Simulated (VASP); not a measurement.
Write the native input for VASP 6.6.1 that does the following.

```
Task                   : single point
Functional             : PBE
Potentials or basis    : VASP PAW PBE potentials, release 64 (Zn, Se)
Cutoff                 : 350 eV
k mesh                 : 8 × 8 × 8
Occupations            : gaussian, width 0.02 eV
Spin                   : no spin polarisation
Further INCAR settings : ALGO = Normal; EDIFF = 1e-07; NBANDS = 16
```

The structure of ZnSe lies in POSCAR:

```
ZnSe
1.0
    0.0000000000      2.8338000000      2.8338000000
    2.8338000000      0.0000000000      2.8338000000
    2.8338000000      2.8338000000      0.0000000000
Zn Se
1 1
Direct
    0.0000000000      0.0000000000      0.0000000000
    0.2500000000      0.2500000000      0.2500000000
```

One way to write it, as run:

INCAR

```
ALGO = Normal ; EDIFF = 1E-7
ENCUT = 350 ; GGA = PE
ISIF = 2 ; ISMEAR = 0
LASPH = T ; LCHARG = F
LREAL = F ; LWAVE = F
NBANDS = 16 ; NELM = 100
PREC = Accurate ; SIGMA = 0.02
```

KPOINTS

```
k-points
0
Gamma
  8 8 8
```

Potentials or basis: VASP PAW PBE potentials, release 64 (Zn, Se).

Run with:

```bash
$ cat potpaw_PBE.64/Zn/POTCAR potpaw_PBE.64/Se/POTCAR > POTCAR
$ mpirun -np 1 vasp_std > vasp.out
```

It gave:

```yaml
Pressure: 2.1 GPa
Band_gap_on_the_k_mesh: 1.29 eV, direct
```

Wall time 17 s on 1 thread of AMD EPYC 7R43 64-Core Processor (Zen 3) (shared host), peak memory 0.11 GiB.
